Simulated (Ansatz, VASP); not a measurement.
# Pb in VASP and in Ansatz

```
CELL_PARAMETERS angstrom
0.00000 2.51759 2.51759
2.51759 0.00000 2.51759
2.51759 2.51759 0.00000
ATOMIC_POSITIONS crystal
Pb 0.00000 0.00000 0.00000
```

Alike in both runs: task single point; functional PBE; k mesh 2 × 2 × 2; occupations fermi-dirac, width 0.1 eV; no spin polarisation.

|  | VASP | Ansatz |
| --- | --- | --- |
| version | VASP 6.6.1 | Ansatz 0.2.0 |
| potentials or method | VASP PAW PBE potentials, release 64 (Pb_d) | plane waves (420 eV) with PAW, scalar-relativistic |
| plane-wave cutoff (eV) | 520 | 420 |
| valence electrons in the cell | 14 | 14 |

|  | VASP | Ansatz | Ansatz less VASP |
| --- | --- | --- | --- |
| pressure (GPa) | -8.3 | -8.2 | +0.07 |

With one functional, cell and mesh, what is left measures potentials, basis and numerics.

Caveats: the k mesh is coarse (spacing up to 1.08 Å⁻¹), so the values aren't converged. Spin-orbit coupling is left out, which matters for the levels of Pb.
